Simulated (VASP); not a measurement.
A run of VASP 6.6.1 is set up as follows.

The input INCAR:

```
PREC = Accurate
ENCUT = 600
EDIFF = 1E-7
ISMEAR = 0
SIGMA = 0.03
LREAL = F
LASPH = T
NELM = 80
ALGO = Normal
ISIF = 2
LWAVE = F
LCHARG = F
GGA = PE
IVDW = 12
IBRION = 2
NSW = 40
EDIFFG = -0.01
```

File KPOINTS:

```
regular mesh
0
Gamma
  8 8 8
```

Contents of POSCAR:

```
TePb                                    
1.0
    0.0000000000      3.2564262579      3.2564262579
    3.2564262579      0.0000000000      3.2564262579
    3.2564262579      3.2564262579      0.0000000000
  Te              Pb            
     1     1
Direct
     0.5000000000000000    0.5000000000000000    0.5000000000000000
     0.0000000000000000    0.0000000000000000    0.0000000000000000
```

Potentials or basis: VASP PAW PBE potentials, release 64 (Te, Pb_d).

Launch:

```bash
$ cat potpaw_PBE.64/Te/POTCAR potpaw_PBE.64/Pb_d/POTCAR > POTCAR
$ mpirun -np 1 vasp_std > vasp.out
```

**Question.** Predict the band gap on the k mesh.

**Answer.** 0.78 eV, direct.

**Question.** Predict the dispersion energy per atom.

**Answer.** -0.393 eV.

Final structure:
```
Te Pb
1.0
     0.00000    3.25643    3.25643
     3.25643    0.00000    3.25643
     3.25643    3.25643    0.00000
Te Pb
1 1
Cartesian
  3.2564 3.2564 3.2564
  0.0000 0.0000 0.0000
```

Caveat: the relaxation stopped at its first step, so nothing moved; spin-orbit coupling is left out, which as a rule narrows the gap of such compounds by several tenths of an eV. A k mesh can miss the band edges.
